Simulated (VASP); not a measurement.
# Si (Fd-3m) in VASP: a series of runs

The runs below take Si through single point, relaxation of cell and atoms, with PBEsol.

Everything below comes from runs of VASP 6.6.1. Logs are shortened: lines on timing, memory, paths and dates and some standing lists are left out, and cuts for length are marked.

## (1) The structure

The structure is cubic, space group Fd-3m (No. 227). Conventional cell: a = 5.434 Å, b = 5.434 Å, c = 5.434 Å, α = 90.00°, β = 90.00°, γ = 90.00°. Si (site symmetry -43m) has 4 Si at 2.35 Å as nearest neighbours.

## (2) Single point, PBEsol

Input file INCAR:

```
SYSTEM = Si
ALGO = Normal
EDIFF = 1E-6
ENCUT = 520
GGA = PS
ISIF = 2
ISMEAR = 0
LASPH = .True.
LCHARG = .False.
LREAL = .False.
LWAVE = .False.
NBANDS = 11
NELM = 100
PREC = Accurate
SIGMA = 0.02
```

Input file KPOINTS:

```
k-points
0
Gamma
  12 12 12
  0 0 0
```

Input file POSCAR:

```
Si
1.0
    0.0000000000      2.7168250424      2.7168250424
    2.7168250424      0.0000000000      2.7168250424
    2.7168250424      2.7168250424      0.0000000000
Si
2
Direct
    0.0000000000      0.0000000000      0.0000000000
    0.2500000000      0.2500000000      0.2500000000
```

Potentials or basis: VASP PAW PBE potentials, release 64 (Si).

Run with:

```sh
> cat potpaw_PBE.64/Si/POTCAR > POTCAR
> mpirun -np 1 vasp_std > vasp.out
```

OUTCAR:

```text
SYSTEM = Si
   EDIFF = 1E-6
   ENCUT = 520
   GGA = PS
   ISIF = 2
   ISMEAR = 0
   LASPH = .True.
   LREAL = .False.
   NELM = 100
   PREC = Accurate

 ion  position               nearest neighbor table
   1  0.000  0.000  0.000-   2 2.35   2 2.35   2 2.35   2 2.35
   2  0.250  0.250  0.250-   1 2.35   1 2.35   1 2.35   1 2.35

  LATTYP: Found a face centered cubic cell.
 ALAT       =     5.4336500848

  Lattice vectors:

 A1 = (   0.0000000000,   2.7168250424,   2.7168250424)
 A2 = (   2.7168250424,   0.0000000000,   2.7168250424)
 A3 = (   2.7168250424,   2.7168250424,   0.0000000000)

Analysis of symmetry for initial positions (statically):
=====================================================================
 Subroutine PRICEL returns:
 Original cell was already a primitive cell.

 Routine SETGRP: Setting up the symmetry group for a
 face centered cubic supercell.

 Subroutine GETGRP returns: Found 48 space group operations
 (whereof 24 operations were pure point group operations)
 out of a pool of 48 trial point group operations.

The static configuration has the point symmetry T_d .
 The point group associated with its full space group is O_h .

Analysis of symmetry for dynamics (positions and initial velocities):
=====================================================================
 Subroutine PRICEL returns:
 Original cell was already a primitive cell.

 Routine SETGRP: Setting up the symmetry group for a
 face centered cubic supercell.

 Subroutine GETGRP returns: Found 48 space group operations
 (whereof 24 operations were pure point group operations)
 out of a pool of 48 trial point group operations.

The dynamic configuration has the point symmetry T_d .
 The point group associated with its full space group is O_h .

 Subroutine INISYM returns: Found 48 space group operations
 (whereof 24 operations are pure point group operations),
 and found     1 'primitive' translations

----------------------------------------------------------------------------------------

                                     Primitive cell

  volume of cell :      40.1065

  direct lattice vectors                    reciprocal lattice vectors
     0.000000000  2.716825042  2.716825042    -0.184038351  0.184038351  0.184038351
     2.716825042  0.000000000  2.716825042     0.184038351 -0.184038351  0.184038351
     2.716825042  2.716825042  0.000000000     0.184038351  0.184038351 -0.184038351

  length of vectors
     3.842170822  3.842170822  3.842170822     0.318763774  0.318763774  0.318763774

  position of ions in fractional coordinates (direct lattice)
     0.000000000  0.000000000  0.000000000
     0.250000000  0.250000000  0.250000000

  ion indices of the primitive-cell ions
   primitive index   ion index
                 1           1
                 2           2

----------------------------------------------------------------------------------------

 KPOINTS: k-points

Automatic generation of k-mesh.
 Grid dimensions read from file:
 generate k-points for:   12   12   12

 Generating k-lattice:

  Cartesian coordinates                     Fractional coordinates (reciprocal lattice)
    -0.015336529  0.015336529  0.015336529     0.083333333  0.000000000  0.000000000
     0.015336529 -0.015336529  0.015336529     0.000000000  0.083333333  0.000000000
     0.015336529  0.015336529 -0.015336529     0.000000000  0.000000000  0.083333333

  Length of vectors
     0.026563648  0.026563648  0.026563648

  Shift w.r.t. Gamma in fractional coordinates (k-lattice)
     0.000000000  0.000000000  0.000000000

 Subroutine IBZKPT returns following result:
 ===========================================

 Found     72 irreducible k-points:

 Following reciprocal coordinates:
            Coordinates               Weight
  0.000000  0.000000  0.000000      1.000000
  0.083333  0.000000  0.000000      8.000000
  0.166667  0.000000  0.000000      8.000000
  0.250000  0.000000  0.000000      8.000000
  0.333333  0.000000  0.000000      8.000000
  0.416667  0.000000  0.000000      8.000000
[... 16 lines left out ...]
  0.500000  0.166667  0.000000     24.000000
 -0.416667  0.166667  0.000000     24.000000
 [... further k-points ...]
   k-points           NKPTS =     72   k-points in BZ     NKDIM =     72   number of bands    NBANDS=     11
   number of dos      NEDOS =    301   number of ions     NIONS =      2
   total plane-waves  NPLWV =  27000
   dimension x,y,z NGX =    30 NGY =   30 NGZ =   30
   dimension x,y,z NGXF=    60 NGYF=   60 NGZF=   60
   ions per type =               2
   NGX,Y,Z   is equivalent  to a cutoff of  12.98, 12.98, 12.98 a.u.
   NGXF,Y,Z  is equivalent  to a cutoff of  25.96, 25.96, 25.96 a.u.
 SYSTEM =  Si
   PREC   = accura    normal or accurate (medium, high low for compatibility)
   ISTART =      0    job   : 0-new  1-cont  2-samecut
   ICHARG =      2    charge: 1-file 2-atom 10-const
   ISPIN  =      1    spin polarized calculation?
   LNONCOLLINEAR =      F non collinear calculations
   LSORBIT =      F    spin-orbit coupling
   LASPH  =      T    aspherical Exc in radial PAW
   ENCUT  =  520.0 eV  38.22 Ry    6.18 a.u.   7.14  7.14  7.14*2*pi/ulx,y,z
   NELM   =    100;   NELMIN=  2; NELMDL= -5     # of ELM steps
   EDIFF  = 0.1E-05   stopping-criterion for ELM
   LREAL  =      F    real-space projection
   EDIFFG = 0.1E-04   stopping-criterion for IOM
   NSW    =      0    number of steps for IOM
   IBRION =     -1    ionic relax: 0-MD 1-quasi-New 2-CG
   NFREE  =      0    steps in history (QN), initial steepest desc. (CG)
   ISIF   =      2    stress and relaxation
   ISYM   =      2    0-nonsym 1-usesym 2-fastsym
   POTIM  = 0.5000    time-step for ionic-motion
   TEBEG  =    0.0;   TEEND  =   0.0 temperature during run
   PSTRESS=    0.0 pullay stress
   NELECT =       8.0000    total number of electrons
   NUPDOWN=      -1.0000    fix difference up-down
   EMIN   =  10.00;   EMAX   =-10.00  energy-range for DOS
   EFERMI =   0.00;   METHOD = LEGACY
   ISMEAR =     0;   SIGMA  =   0.02  broadening in eV -4-tet -1-fermi 0-gaus
   EFERMI_NEDOS =   21; number of points for ismear=-14 and -15
   IALGO  =     38    algorithm
   IMIX   =      4    mixing-type and parameters
     AMIX     =   0.40;   BMIX     =  1.00
     AMIX_MAG =   1.60;   BMIX_MAG =  1.00
  volume/ion in A,a.u.               =      20.05       135.33
  Fermi-wavevector in a.u.,A,eV,Ry     =   0.956533  1.807585 12.448716  0.914955
  Thomas-Fermi vector in A             =   2.085469
   LORBIT       =      0    0 simple, 1 ext, 2 COOP (PROOUT), +10 PAW based schemes
   GGA     = PS    functional components
   LHFCALC =     F    Hartree Fock is set to
   AEXX    =    0.0000 exact exchange contribution
   IVDW    =     0    specifies the selected vdW correction
   LEPSILON=     F    determine dielectric tensor
   LRPA    =     F    only Hartree local field effects (RPA)
 non-spin polarized calculation
 Gauss-broadening in eV      SIGMA  =   0.02
  energy-cutoff  :      520.00
  volume of cell :       40.11
 maximum number of plane-waves:      1106
 NGX is ok and might be reduce to    30
   NGX = 15   NGY = 15   NGZ = 15

 number of electron       8.0000001 magnetization

 Free energy of the ion-electron system (eV)
  ---------------------------------------------------
  ext. energy  EPLUGINS =         0.00000000
  ---------------------------------------------------
  free energy    TOTEN  =       -11.49324175 eV

  energy without entropy =      -11.49324175  energy(sigma->0) =      -11.49324175

 E-fermi :   5.8630     XC(G=0):  -9.5475

 val. band max:        5.7732191471   @ k =   0.0000   0.0000   0.0000
 cond. band min:       6.2326753251   @ k =   0.4167   0.4167   0.0000
 fundamental gap:      0.4594561780
 Fermi energy:         5.8630221951

 k-point     1 :       0.0000    0.0000    0.0000
  band No.  band energies     occupation
      1      -6.2058      2.00000
      2       5.7732      2.00000
      3       5.7732      2.00000
      4       5.7732      2.00000
      5       8.2901      0.00000
      6       8.2901      0.00000
      7       8.2901      0.00000
      8       9.0788      0.00000
      9      13.4609      0.00000
     10      13.4609      0.00000
     11      13.4771      0.00000

 k-point     2 :       0.0833    0.0000    0.0000
  band No.  band energies     occupation
      1      -6.1146      2.00000
      2       4.9054      2.00000
      3       5.6277      2.00000
      4       5.6277      2.00000
      5       8.3269      0.00000
      6       8.5034      0.00000
      7       8.5034      0.00000
      8       9.7468      0.00000
      9      13.1784      0.00000
     10      13.1784      0.00000
     11      13.8723      0.00000

 k-point     3 :       0.1667    0.0000    0.0000
  band No.  band energies     occupation
      1      -5.8437      2.00000
      2       3.3755      2.00000
      3       5.3189      2.00000
      4       5.3189      2.00000
      5       8.0582      0.00000
      6       8.9404      0.00000
      7       8.9404      0.00000
      8      11.1642      0.00000
      9      12.7973      0.00000
     10      12.7973      0.00000
     11      14.6366      0.00000
[... 267 lines left out ...]
 k-point    23 :       0.5000    0.1667    0.0000
  band No.  band energies     occupation
      1      -3.7030      2.00000
      2      -0.8598      2.00000
      3       2.9686      2.00000
      4       3.9861      2.00000
      5       7.7242      0.00000
      6       9.8204      0.00000
      7      10.3368      0.00000
      8      12.1118      0.00000
      9      15.0461      0.00000
     10      16.1958      0.00000
     11      17.4225      0.00000

 k-point    24 :      -0.4167    0.1667    0.0000
  band No.  band energies     occupation
      1      -3.5868      2.00000
      2      -1.0216      2.00000
      3       2.7524      2.00000
      4       4.1722      2.00000
      5       7.8728      0.00000
      6       9.7676      0.00000
      7      10.1087      0.00000
      8      13.6609      0.00000
      9      14.2189      0.00000
     10      14.4975      0.00000
     11      16.7857      0.00000

 [... further k-points ...]

------------------------ aborting loop because EDIFF is reached ----------------------------------------

  FORCE on cell =-STRESS in cart. coord.  units (eV):
  Direction    XX          YY          ZZ          XY          YZ          ZX
  --------------------------------------------------------------------------------------
  -------------------------------------------------------------------------------------
  Total        0.0273322      0.0273322      0.0273322      0.0000000      0.0000000     -0.0000000
  in kB        1.0918683      1.0918683      1.0918683      0.0000000      0.0000000     -0.0000000
  external PRESSURE =       1.0918683 kB  Pullay stress =       0.0000000 kB

 VOLUME and BASIS-vectors are now :
 -----------------------------------------------------------------------------
  energy-cutoff  :      520.00
  volume of cell :       40.11
      direct lattice vectors                 reciprocal lattice vectors
     0.000000000  2.716825042  2.716825042    -0.184038351  0.184038351  0.184038351
     2.716825042  0.000000000  2.716825042     0.184038351 -0.184038351  0.184038351
     2.716825042  2.716825042  0.000000000     0.184038351  0.184038351 -0.184038351

 POSITION                                       TOTAL-FORCE (eV/Angst)
 -----------------------------------------------------------------------------------
      0.00000      0.00000      0.00000        -0.000000     -0.000000     -0.000000
      1.35841      1.35841      1.35841         0.000000      0.000000      0.000000
 -----------------------------------------------------------------------------------
    total drift:                               -0.000000     -0.000000     -0.000000

  FREE ENERGIE OF THE ION-ELECTRON SYSTEM (eV)
  ---------------------------------------------------
  free  energy   TOTEN  =       -11.4932417473 eV

  energy  without entropy=      -11.4932417473  energy(sigma->0) =      -11.49324175
```

It took 44 s on 1 thread of Intel Xeon Platinum 8259CL at 2.50GHz (Skylake/Cascade Lake), shared host; peak memory 0.17 GiB.

What came out:

```
Free energy            : -11.4932 eV
Pressure               : 0.1 GPa
Band gap on the k mesh : 0.46 eV, indirect (least direct gap 2.52 eV)
```

Caveat: the PAW data sets were made with another functional, which shifts forces and pressure a little.

(Part 1 of 2 ends here.)
